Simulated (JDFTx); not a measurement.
# Rh (Fm-3m) in JDFTx: reference runs, part 2 of 2

JDFTx 1.7.0 (patched build). Earlier steps stand in the parts before.

**4. Equation of state, PBEsol, 12.85 Å³/atom (volume scaled by 0.94)**

Rh.in reads:

```
lattice \
    0.0000000000     3.5132040044     3.5132040044 \
    3.5132040044     0.0000000000     3.5132040044 \
    3.5132040044     3.5132040044     0.0000000000
coords-type Lattice
ion Rh     0.0000000000     0.0000000000     0.0000000000 1

ion-species pseudo/Rh.upf
elec-cutoff 44
elec-ex-corr gga-PBEsol
kpoint-folding 12 12 12
elec-smearing Fermi 0.0018374661
elec-n-bands 14
electronic-SCF nIterations 100 energyDiffThreshold 1e-09
electronic-minimize nIterations 30 energyDiffThreshold 1e-7
forces-output-coords Cartesian

dump-name run.$VAR
dump End Ecomponents EigStats BandEigs Kpoints Forces Stress
```

Potentials or basis: PseudoDojo-SR-PBEsol-0.4.1-standard with smoothed tails.

Started as:

```console
$ jdftx -c 1 -i Rh.in -o Rh.out
```

Output:

```text
*************** JDFTx 1.7.0 (patched build) ***************

Input parsed successfully to the following command list (including defaults):
[... the input with its defaults ...]

---------- Setting up symmetries ----------

Found 48 point-group symmetries of the bravais lattice
Found 48 space-group symmetries with basis
Applied RMS atom displacement 0 bohrs to make symmetries exact.

---------- Initializing the Grid ----------
R =
[            0       3.5132       3.5132  ]
[       3.5132            0       3.5132  ]
[       3.5132       3.5132            0  ]
unit cell volume = 86.7242
G =
[  -0.894224   0.894224   0.894224  ]
[   0.894224  -0.894224   0.894224  ]
[   0.894224   0.894224  -0.894224  ]
Minimum fftbox size, Smin = [  32  32  32  ]
Chosen fftbox size, S = [  32  32  32  ]

---------- Exchange Correlation functional ----------
Initalized PBEsol GGA exchange.
Initalized PBEsol GGA correlation.

---------- Setting up pseudopotentials ----------
Width of ionic core gaussian charges (only for fluid interactions / plotting) set to 0

Reading pseudopotential file 'pseudo/Rh.upf':
  'Rh' pseudopotential, 'PBESOL' functional
  Generated using ONCVPSP code by D. R. Hamann
  17 valence electrons, 4 orbitals, 6 projectors, 1001 radial grid points, with lMax = 2
    4S    l: 0   occupation:  2.0   eigenvalue: -3.029281
    4P    l: 1   occupation:  6.0   eigenvalue: -1.851417
    4D    l: 2   occupation:  8.0   eigenvalue: -0.218779
[... 45 lines left out ...]
	FillingsUpdate:  mu: +0.902894302  nElectrons: 17.000000
SCF: Cycle:  2   F: -110.947147781916428   dF: -5.901e-06   |Residual|: 1.586e-03   |deigs|: 9.872e-04
	FillingsUpdate:  mu: +0.902818095  nElectrons: 17.000000
SCF: Cycle:  3   F: -110.947148387557291   dF: -6.056e-07   |Residual|: 4.827e-04   |deigs|: 3.192e-04
	FillingsUpdate:  mu: +0.902825191  nElectrons: 17.000000
SCF: Cycle:  4   F: -110.947148475444664   dF: -8.789e-08   |Residual|: 5.079e-05   |deigs|: 1.639e-04
	FillingsUpdate:  mu: +0.902823267  nElectrons: 17.000000
SCF: Cycle:  5   F: -110.947148491556078   dF: -1.611e-08   |Residual|: 1.554e-05   |deigs|: 1.050e-04
	FillingsUpdate:  mu: +0.902822715  nElectrons: 17.000000
SCF: Cycle:  6   F: -110.947148494966200   dF: -3.410e-09   |Residual|: 4.316e-06   |deigs|: 7.816e-05
	FillingsUpdate:  mu: +0.902822746  nElectrons: 17.000000
SCF: Cycle:  7   F: -110.947148495765902   dF: -7.997e-10   |Residual|: 1.384e-06   |deigs|: 1.979e-04
	FillingsUpdate:  mu: +0.902822721  nElectrons: 17.000000
SCF: Cycle:  8   F: -110.947148495960889   dF: -1.950e-10   |Residual|: 1.078e-06   |deigs|: 8.259e-05
SCF: Converged (|Delta E|<1.000000e-09 for 2 iters).

Setting wave functions to eigenvectors of Hamiltonian

# Stress tensor in Cartesian coordinates [Eh/a0^3]:
[ -0.000575013            0            0  ]
[            0 -0.000575013            0  ]
[            0            0 -0.000575013  ]

# Ionic positions in lattice coordinates:
ion Rh   0.000000000000000   0.000000000000000   0.000000000000000 1

# Forces in Cartesian coordinates:
force Rh  -0.000000000000000   0.000000000000000  -0.000000000000000 1

# Energy components:
   Eewald =      -94.2889409325083250
       EH =       17.8375974935693051
     Eloc =      -67.7118362696965477
      Enl =        7.0015679643599240
      Exc =      -18.8422038642272724
 Exc_core =        6.2676951853884519
       KE =       38.7892382270331169
-------------------------------------
     Etot =     -110.9468821960813614
       TS =        0.0002662998795304
-------------------------------------
        F =     -110.9471484959608887

IonicMinimize: Iter:   0  F: -110.947148495960889  |grad|_K:  0.000e+00
IonicMinimize: Converged (|grad|_K<1.000000e-04).

#--- Lowdin population analysis ---
# oxidation-state Rh +0.100

Dumping 'run.eigStats' ...
	eMin: -2.003960 at state 0 ( [ +0.000000 +0.000000 +0.000000 ] spin 0 )
	HOMO: +0.899195 at state 10 ( [ +0.000000 +0.083333 +0.333333 ] spin 0 )
	mu  : +0.902823
	LUMO: +0.903963 at state 40 ( [ +0.000000 +0.416667 +0.500000 ] spin 0 )
	eMax: +1.878100 at state 71 ( [ +0.250000 +0.500000 -0.250000 ] spin 0 )
	HOMO-LUMO gap: +0.004768
	Optical gap  : +0.009272 at state 20 ( [ +0.000000 +0.166667 +0.333333 ] spin 0 )
Done!
[note: the HOMO, LUMO and gaps printed at the end count levels as full or empty at half filling, so they show a gap where a level is partly filled]
```

It took 27 s on 1 thread of Arm Neoverse V1, shared host; peak memory 0.08 GiB.

Results:

- Free energy: -3019.0257 eV
- Pressure: 16.9 GPa
- Band gap on the k mesh: none (metal or under the smearing width)

**5. Equation of state, PBEsol, 13.12 Å³/atom (volume scaled by 0.96)**

Edit Rh.in of step 4 so:

```diff
@@ -1,5 +1,5 @@
 lattice \
-    0.0000000000     3.5132040044     3.5132040044 \
-    3.5132040044     0.0000000000     3.5132040044 \
-    3.5132040044     3.5132040044     0.0000000000
+    0.0000000000     3.5379456929     3.5379456929 \
+    3.5379456929     0.0000000000     3.5379456929 \
+    3.5379456929     3.5379456929     0.0000000000
 coords-type Lattice
```

Started as:

```console
$ jdftx -c 1 -i Rh.in -o Rh.out
```

Wall time 28 s (1 thread of Arm Neoverse V1, shared host); peak memory 0.08 GiB.

Results (log left out):

```yaml
Free_energy: -3019.0482 eV
Pressure: 9.3 GPa
Band_gap_on_the_k_mesh: none (metal or under the smearing width)
```

**6. Equation of state, PBEsol, 13.40 Å³/atom (volume scaled by 0.98)**

Edit Rh.in of step 5 so:

```diff
@@ -1,5 +1,5 @@
 lattice \
-    0.0000000000     3.5379456929     3.5379456929 \
-    3.5379456929     0.0000000000     3.5379456929 \
-    3.5379456929     3.5379456929     0.0000000000
+    0.0000000000     3.5623460895     3.5623460895 \
+    3.5623460895     0.0000000000     3.5623460895 \
+    3.5623460895     3.5623460895     0.0000000000
 coords-type Lattice
```

Potentials or basis: PseudoDojo-SR-PBEsol-0.4.1-standard with smoothed tails.

Started as:

```console
$ jdftx -c 1 -i Rh.in -o Rh.out
```

Run time: 30 s. Hardware: 1 thread of Arm Neoverse V1, shared host; peak memory 0.08 GiB.

It converged, with:

```
Free energy            : -3019.0584 eV
Pressure               : 2.6 GPa
Band gap on the k mesh : none (metal or under the smearing width)
```

**7. Equation of state, PBEsol, 13.67 Å³/atom**

Edit Rh.in of step 6 so:

```diff
@@ -1,5 +1,5 @@
 lattice \
-    0.0000000000     3.5623460895     3.5623460895 \
-    3.5623460895     0.0000000000     3.5623460895 \
-    3.5623460895     3.5623460895     0.0000000000
+    0.0000000000     3.5864167256     3.5864167256 \
+    3.5864167256     0.0000000000     3.5864167256 \
+    3.5864167256     3.5864167256     0.0000000000
 coords-type Lattice
```

Started as:

```console
$ jdftx -c 1 -i Rh.in -o Rh.out
```

Run time: 30 s. Hardware: 1 thread of Arm Neoverse V1, shared host; peak memory 0.08 GiB.

It converged, with:

- Free energy: -3019.0578 eV
- Pressure: -3.4 GPa
- Band gap on the k mesh: none (metal or under the smearing width)

**8. Equation of state, PBEsol, 13.94 Å³/atom (volume scaled by 1.02)**

Edit Rh.in of step 7 so:

```diff
@@ -1,5 +1,5 @@
 lattice \
-    0.0000000000     3.5864167256     3.5864167256 \
-    3.5864167256     0.0000000000     3.5864167256 \
-    3.5864167256     3.5864167256     0.0000000000
+    0.0000000000     3.6101685219     3.6101685219 \
+    3.6101685219     0.0000000000     3.6101685219 \
+    3.6101685219     3.6101685219     0.0000000000
 coords-type Lattice
```

Started as:

```console
$ jdftx -c 1 -i Rh.in -o Rh.out
```

It took 30 s on 1 thread of Arm Neoverse V1, shared host; peak memory 0.08 GiB.

Results (log left out):

* Free energy: -3019.0477 eV
* Pressure: -8.7 GPa
* Band gap on the k mesh: none (metal or under the smearing width)

**9. Equation of state, PBEsol, 14.22 Å³/atom (volume scaled by 1.04)**

Edit Rh.in of step 8 so:

```diff
@@ -1,5 +1,5 @@
 lattice \
-    0.0000000000     3.6101685219     3.6101685219 \
-    3.6101685219     0.0000000000     3.6101685219 \
-    3.6101685219     3.6101685219     0.0000000000
+    0.0000000000     3.6336118315     3.6336118315 \
+    3.6336118315     0.0000000000     3.6336118315 \
+    3.6336118315     3.6336118315     0.0000000000
 coords-type Lattice
```

Potentials or basis: PseudoDojo-SR-PBEsol-0.4.1-standard with smoothed tails.

Started as:

```console
$ jdftx -c 1 -i Rh.in -o Rh.out
```

Run time: 31 s. Hardware: 1 thread of Arm Neoverse V1, shared host; peak memory 0.08 GiB.

The run converged. Its results:

| Item | Value |
| --- | --- |
| Free energy | -3019.0291 eV |
| Pressure | -13.3 GPa |
| Band gap on the k mesh | none (metal or under the smearing width) |

**10. Equation of state, PBEsol, 14.49 Å³/atom (volume scaled by 1.06)**

Edit Rh.in of step 9 so:

```diff
@@ -1,5 +1,5 @@
 lattice \
-    0.0000000000     3.6336118315     3.6336118315 \
-    3.6336118315     0.0000000000     3.6336118315 \
-    3.6336118315     3.6336118315     0.0000000000
+    0.0000000000     3.6567564799     3.6567564799 \
+    3.6567564799     0.0000000000     3.6567564799 \
+    3.6567564799     3.6567564799     0.0000000000
 coords-type Lattice
```

Started as:

```console
$ jdftx -c 1 -i Rh.in -o Rh.out
```

Run time: 30 s. Hardware: 1 thread of Arm Neoverse V1, shared host; peak memory 0.08 GiB.

It converged, with:

| Item | Value |
| --- | --- |
| Free energy | -3019.0031 eV |
| Pressure | -17.4 GPa |
| Band gap on the k mesh | none (metal or under the smearing width) |

**11. Equation of state, PBEsol**

Potentials or basis: PseudoDojo-SR-PBEsol-0.4.1-standard with smoothed tails.

This step only gathers the single runs of the series.

Results:

```yaml
Equilibrium_volume: 13.52 Å³/atom
Bulk_modulus: 297 GPa
Pressure_derivative_of_the_bulk_modulus: 5.2
```

Energy against volume, from the lowest point:
```csv
volume (Å³/atom),energy (meV/atom)
12.851,32.73
13.125,10.24
13.398,0.00
13.671,0.62
13.945,10.77
14.218,29.35
14.492,55.37
```

**12. The runs side by side**

```tsv
task	cell	further solve for the empty bands	gap on the mesh (eV)	pressure (GPa)
single point	as given	yes	none	-3.4
single point	cell strained at random at fixed volume	yes	none	-2.1
equation of state	as given	-	-	-
```

Alike in all rows: level PBEsol; potentials or basis PseudoDojo-SR-PBEsol-0.4.1-standard with smoothed tails; no spin polarisation; k mesh 12 × 12 × 12; cutoff (eV) 1197; smearing fermi-dirac 0.05 eV.

Absolute energies hang on the potentials; compare differences alone.

**13. Comparison with measurements**

Step 11. Measured bulk modulus of Rh: 264 GPa (quoted in “Thermal equation of state of rhodium characterized by XRD in a resistively heated diamond anvil cell”, 2024, pmc:11535440). This calculation gives 297 GPa (+12.4 %). The fit is for a static lattice scaled at fixed shape and fixed fractional positions.
